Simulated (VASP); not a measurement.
# InP in VASP: one cell, several levels of theory

InP built on the zincblende prototype, under -3.0 % strain along z alone is computed at one geometry. Runs: PBE, r2SCAN. The results are then set beside those of Ansatz 0.2.0 for the same cell.

The runs shown are made with VASP 6.6.1. PAW datasets, plane waves. No spin polarisation and no zero-point or thermal motion.

**1. Starting point**

The cell comes from an earlier relaxation with r2SCAN in another program, then strained, with the atoms relaxed again.

It is tetragonal, I-4m2 (No. 119); conventional cell a = 4.177 Å, c = 5.730 Å, 25.00 Å³ an atom. Around In lie 4 P at 2.53 Å; around P lie 4 In at 2.53 Å.

Coordinates:

```
CELL_PARAMETERS angstrom
0.00000 2.95379 2.86517
2.95379 0.00000 2.86517
2.95379 2.95379 0.00000
ATOMIC_POSITIONS crystal
In 0.00000 0.00000 0.00000
P 0.25000 0.25000 0.25000
```

**2. Single point with PBE**

File INCAR:

```
ENCUT = 520.000000
SIGMA = 0.020000
EDIFF = 1.00e-07
GGA = PE
PREC = Accurate
IBRION = -1
ISIF = 2
ISMEAR = -1
NBANDS = 16
NELM = 120
NSW = 0
LASPH = .TRUE.
LCHARG = .FALSE.
LWAVE = .FALSE.
LREAL = .FALSE.
```

File KPOINTS:

```
KPOINTS created by Atomic Simulation Environment
0
Gamma
8 8 8
0 0 0
```

File KPOINTS_OPT:

```
special points
6
Reciprocal
0.0000000000 0.0000000000 0.0000000000 1
-0.5000000000 -0.5000000000 0.0000000000 1
-0.3750000000 -0.3750000000 0.2500000000 1
-0.3750000000 0.0000000000 0.3750000000 1
0.0000000000 0.0000000000 0.5000000000 1
-0.5000000000 -0.2500000000 0.2500000000 1
```

File POSCAR:

```
In P
 1.0000000000000000
     0.0000000000000000    2.9537876347999998    2.8651740058000001
     2.9537876347999998    0.0000000000000000    2.8651740058000001
     2.9537876347999998    2.9537876347999998    0.0000000000000000
 In  P
   1   1
Cartesian
  0.0000000000000000  0.0000000000000000  0.0000000000000000
  1.4768938173999999  1.4768938173999999  1.4325870029000001
```

Potentials: the recommended PBE PAW datasets, 18 valence electrons in the neutral cell.

Command:

```sh
mpirun -np 1 vasp_std
```

Standard output, without the iteration lines:

```text
POSCAR found type information on POSCAR InP
 POSCAR found :  2 types and       2 ions
 LDA part: xc-table for (Slater+PW92), standard interpolation
 POSCAR, INCAR and KPOINTS ok, starting setup
 FFT: planning ... GRIDC
 FFT: planning ... GRID_SOFT
 FFT: planning ... GRID
 WAVECAR not read
 entering main loop
 Start KPOINTS_OPT (optional k-point list driver)
k-point batch [1-6\6]
```

OSZICAR:

```text
N       E                     dE             d eps       ncg     rms          rms(c)
DAV:   1     0.111521016082E+03    0.11152E+03   -0.83312E+03  1888   0.124E+03
DAV:   2    -0.125921495732E+01   -0.11278E+03   -0.10804E+03  2096   0.297E+02
DAV:   3    -0.859214491872E+01   -0.73329E+01   -0.72904E+01  2456   0.747E+01
DAV:   4    -0.878652819123E+01   -0.19438E+00   -0.19433E+00  2408   0.131E+01
DAV:   5    -0.879542208391E+01   -0.88939E-02   -0.88938E-02  2808   0.238E+00    0.575E+00
DAV:   6    -0.839873448239E+01    0.39669E+00   -0.62256E-01  3064   0.130E+01    0.346E+00
DAV:   7    -0.836847427630E+01    0.30260E-01   -0.16382E-01  2760   0.325E+00    0.127E+00
DAV:   8    -0.836879532693E+01   -0.32105E-03   -0.15970E-02  2400   0.150E+00    0.338E-01
DAV:   9    -0.836940672656E+01   -0.61140E-03   -0.13089E-03  2464   0.383E-01    0.160E-01
DAV:  10    -0.836955526476E+01   -0.14854E-03   -0.25185E-04  2912   0.216E-01    0.106E-01
DAV:  11    -0.836963043786E+01   -0.75173E-04   -0.12113E-04  2312   0.980E-02    0.472E-02
DAV:  12    -0.836962977044E+01    0.66743E-06   -0.81926E-06  2240   0.279E-02    0.125E-02
DAV:  13    -0.836963014519E+01   -0.37475E-06   -0.15195E-06  2392   0.608E-03    0.974E-03
DAV:  14    -0.836963028434E+01   -0.13915E-06   -0.20039E-07  2488   0.451E-03    0.192E-03
DAV:  15    -0.836963031170E+01   -0.27367E-07   -0.11964E-08  1664   0.946E-04
   1 F= -.83696303E+01 E0= -.83696303E+01  d E =-.218042E-09
       N       E                     dE             ncg
DAV:   1     0.253784025026E+04   -0.28475E+04      192
DAV:   2     0.188203791094E+04   -0.65580E+03      224
DAV:   3     0.183844716187E+04   -0.43591E+02      272
DAV:   4     0.183737304258E+04   -0.10741E+01      240
DAV:   5     0.183730381133E+04   -0.69231E-01      304
DAV:   6     0.183730305343E+04   -0.75790E-03      256
DAV:   7     0.183730301329E+04   -0.40148E-04      288
DAV:   8     0.183730301298E+04   -0.30229E-06      240
DAV:   9     0.183730301298E+04   -0.52651E-08      208
```

The lines after F= are the extra pass for the points of KPOINTS_OPT, at fixed density; their E is not a total energy.

Parts of OUTCAR:

```text
k-points           NKPTS =     59   k-points in BZ     NKDIM =     59   number of bands    NBANDS=     16

   NELECT =      18.0000    total number of electrons

   dimension x,y,z NGX =    32 NGY =   32 NGZ =   32
   dimension x,y,z NGXF=    64 NGYF=   64 NGZF=   64

  energy-cutoff  :      520.00
  volume of cell :       50.00
      direct lattice vectors                 reciprocal lattice vectors
     0.000000000  2.953787635  2.865174006    -0.169274187  0.169274187  0.174509471
     2.953787635  0.000000000  2.865174006     0.169274187 -0.169274187  0.174509471
     2.953787635  2.953787635  0.000000000     0.169274187  0.169274187 -0.174509471

 k-points in reciprocal lattice and weights: KPOINTS created by Atomic Simulation Env
   0.00000000  0.00000000  0.00000000       0.002
   0.12500000  0.00000000  0.00000000       0.016
   0.25000000  0.00000000  0.00000000       0.016
   0.37500000  0.00000000  0.00000000       0.016
   0.50000000  0.00000000  0.00000000       0.008
   0.12500000  0.12500000  0.00000000       0.004
   0.25000000  0.12500000  0.00000000       0.016
   0.37500000  0.12500000  0.00000000       0.016
[... 51 more k-points ...]

 E-fermi :   5.6823

 k-point     1 :       0.0000    0.0000    0.0000
  band No.  band energies     occupation
      1      -8.9415      2.00000
      2      -8.9415      2.00000
      3      -8.9284      2.00000
      4      -8.7843      2.00000
      5      -8.7804      2.00000
      6      -6.2981      2.00000
      7       5.2169      2.00000
      8       5.2169      2.00000
      9       5.3538      2.00000
     10       6.0074      0.00000
     11       9.3303      0.00000
     12       9.3755      0.00000
     13       9.3755      0.00000
     14      13.8668      0.00000
     15      14.4907      0.00000
     16      14.9386      0.00000

 k-point     2 :       0.1250    0.0000    0.0000
  band No.  band energies     occupation
      1      -8.9575      2.00000
      2      -8.9337      2.00000
      3      -8.9244      2.00000
      4      -8.7846      2.00000
      5      -8.7798      2.00000
      6      -6.1176      2.00000
      7       3.7237      2.00000
      8       5.0197      2.00000
      9       5.1310      2.00000
     10       6.9430      0.00000
     11       9.4743      0.00000
     12       9.6448      0.00000
     13       9.6733      0.00000
     14      13.9103      0.00000
     15      14.1943      0.00000
     16      14.6915      0.00000

 k-point     3 :       0.2500    0.0000    0.0000
  band No.  band energies     occupation
      1      -9.0013      2.00000
      2      -8.9174      2.00000
      3      -8.9092      2.00000
      4      -8.7834      2.00000
      5      -8.7757      2.00000
      6      -5.6136      2.00000
      7       1.8112      2.00000
      8       4.6261      2.00000
      9       4.7753      2.00000
     10       7.0730      0.00000
     11      10.0197      0.00000
     12      10.0780      0.00000
     13      10.6328      0.00000
     14      13.7993      0.00000
     15      13.8723      0.00000
     16      14.4852      0.00000

 k-point     4 :       0.3750    0.0000    0.0000
  band No.  band energies     occupation
      1      -9.0429      2.00000
      2      -8.9052      2.00000
      3      -8.8971      2.00000
      4      -8.7781      2.00000
      5      -8.7670      2.00000
      6      -4.9379      2.00000
      7       0.2078      2.00000
      8       4.3046      2.00000
      9       4.4868      2.00000
     10       6.8597      0.00000
     11      10.0333      0.00000
     12      10.2254      0.00000
     13      11.9546      0.00000
     14      14.1852      0.00000
     15      14.7998      0.00000
     16      14.8441      0.00000

 k-point     5 :       0.5000    0.0000    0.0000
  band No.  band energies     occupation
      1      -9.0594      2.00000
      2      -8.9015      2.00000
      3      -8.8934      2.00000
      4      -8.7745      2.00000
      5      -8.7619      2.00000
      6      -4.5515      2.00000
      7      -0.4997      2.00000
      8       4.1855      2.00000
      9       4.3805      2.00000
     10       6.7657      0.00000
     11       9.9716      0.00000
     12      10.1980      0.00000
     13      12.3865      0.00000
     14      14.7556      0.00000
     15      15.8135      0.00000
     16      16.0290      0.00000

 k-point     6 :       0.1250    0.1250    0.0000
  band No.  band energies     occupation
      1      -8.9638      2.00000
      2      -8.9261      2.00000
      3      -8.9261      2.00000
      4      -8.7915      2.00000
      5      -8.7745      2.00000
      6      -6.0494      2.00000
      7       3.7940      2.00000
      8       4.6842      2.00000
      9       4.6842      2.00000
     10       7.5080      0.00000
     11       8.6516      0.00000
     12      10.1014      0.00000
     13      10.1014      0.00000
     14      13.3303      0.00000
     15      14.6442      0.00000
     16      15.1639      0.00000

 k-point     7 :       0.2500    0.1250    0.0000
  band No.  band energies     occupation
      1      -9.0034      2.00000
      2      -8.9095      2.00000
      3      -8.9086      2.00000
      4      -8.7970      2.00000
      5      -8.7682      2.00000
      6      -5.6460      2.00000
      7       2.3132      2.00000
      8       4.2456      2.00000
      9       4.3503      2.00000
     10       7.8793      0.00000
     11       8.7670      0.00000
     12      10.6712      0.00000
     13      10.7113      0.00000
     14      12.9595      0.00000
     15      14.6262      0.00000
     16      15.6678      0.00000

 k-point     8 :       0.3750    0.1250    0.0000
  band No.  band energies     occupation
      1      -9.0424      2.00000
      2      -8.8960      2.00000
      3      -8.8946      2.00000
      4      -8.7949      2.00000
      5      -8.7612      2.00000
      6      -5.0103      2.00000
      7       0.6884      2.00000
      8       3.9097      2.00000
      9       3.9578      2.00000
     10       7.6775      0.00000
     11       9.5797      0.00000
     12      10.7404      0.00000
     13      11.0778      0.00000
     14      13.9431      0.00000
     15      15.3582      0.00000
     16      15.3801      0.00000

[... the tables of k-points 9 to 59 left out ...]

  Total        1.0575541      1.0575541      1.4085399      0.0000000     -0.0000000      0.0000000
  in kB       33.8901629     33.8901629     45.1377816      0.0000000     -0.0000000      0.0000000
  external PRESSURE =      37.6393691 kB  Pullay stress =       0.0000000 kB

 POSITION                                       TOTAL-FORCE (eV/Angst)
 -----------------------------------------------------------------------------------
      0.00000      0.00000      0.00000        -0.000000     -0.000000      0.000000
      1.47689      1.47689      1.43259         0.000000      0.000000     -0.000000
 -----------------------------------------------------------------------------------
    total drift:                                0.000000      0.000000     -0.000001

  FREE ENERGIE OF THE ION-ELECTRON SYSTEM (eV)
  ---------------------------------------------------
  free  energy   TOTEN  =        -8.3696303117 eV

  energy  without entropy=       -8.3696303115  energy(sigma->0) =       -8.36963031
```

Hardware: 1 MPI rank of Intel Xeon Platinum 8488C, shared host.

The levels at the points of KPOINTS_OPT are read from vasprun.xml.

Band energies at the special points (eV, zero at the top of v, the last band that the electrons fill by count):

| point | v−1 | v | c | c+1 |
| --- | --- | --- | --- | --- |
| Γ | -0.14 | 0.00 | 0.65 | 3.98 |
| X | -2.54 | -2.54 | 1.55 | 1.99 |
| U | -3.41 | -2.16 | 2.12 | 4.14 |
| K | -3.43 | -1.99 | 2.34 | 4.40 |
| L | -1.17 | -0.97 | 1.41 | 4.62 |
| W | -3.07 | -3.03 | 4.13 | 4.23 |

PBE gives a direct gap of 0.65 eV at Γ. The pressure is 3.76 GPa; the forces vanish within 0.01 eV/Å.

(Part 1 of 2 ends here.)
